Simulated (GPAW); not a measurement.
FeO:

```
Fe O
1.0
     1.51768    0.87623    2.51579
    -1.51768    0.87623    2.51579
     0.00000   -1.75247    2.51579
Fe O
1 1
Direct
  0.00000 0.00000 0.00000
  0.50000 0.50000 0.50000
```

Program: GPAW 26.7.0. Alike in all runs: task single point; potentials or basis GPAW PAW data sets (gpaw-data 1.2.1), pw; cell as given; k mesh 8 × 8 × 8; cutoff (eV) 800; smearing gaussian 0.05 eV. Hardware: 1 thread of Intel(R) Xeon(R) Platinum 8488C (Sapphire Rapids), on a shared host.

Order these runs on this cell by their wall time, lowest first.
A. level PBE+U; spin collinear, random start; U Fe d U = 5 eV
B. level PBE; spin collinear, ferromagnetic start
C. level r2SCAN+U; spin collinear, ferromagnetic start; U Fe d U = 2 eV

B (57 s), A (170 s), C (600 s).

Caveats: a cell with one magnetic atom can't hold antiferromagnetic order, which such compounds often take.

Not every run made on this cell is shown here.
